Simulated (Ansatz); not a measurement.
# TiTe2: equation of state with r2SCAN

The system is TiTe2.

```xyz
3
Lattice="3.7770 0.0000 0.0000 -1.8885 3.2710 0.0000 0.0000 0.0000 6.4980" Properties=species:S:1:pos:R:3 pbc="T T T"
Te    0.0000    2.1807    4.7903
Te    1.8885    1.0903    1.7077
Ti    0.0000    0.0000    0.0000
```

```yaml
Program: Ansatz 0.2.0
Task: equation of state
Functional: r2SCAN
Potentials_or_basis: Ansatz PAW
Cutoff: 500 eV
Density_cutoff: 2000 eV
k_mesh: 8 × 8 × 4
Occupations: fermi-dirac, width 0.05 eV
Spin: no spin polarisation
```

| Item | Value |
| --- | --- |
| Equilibrium volume | 27.13 Å³/atom |
| Bulk modulus at fixed shape and positions | 66 GPa |
| Pressure derivative of the bulk modulus | 4.1 |

Energy against volume, from the lowest point:
| volume (Å³/atom) | energy (meV/atom) |
| --- | --- |
| 25.154 | 33.34 |
| 25.689 | 17.02 |
| 26.225 | 6.38 |
| 26.760 | 0.87 |
| 27.295 | 0.00 |
| 27.830 | 3.33 |
| 28.365 | 10.44 |

All runs of the series together: 35 s on 2 threads of Intel(R) Xeon(R) Platinum 8375C CPU @ 2.90GHz (Ice Lake), with other jobs on the host.

Caveat: the cell was scaled at fixed shape and fractional positions, which overstates the stiffness of a crystal with free parameters, most of all of layers and chains; the PAW data sets were made with another functional, which shifts forces and pressure a little. The run has no spin-orbit coupling, so splittings on Te are missing.
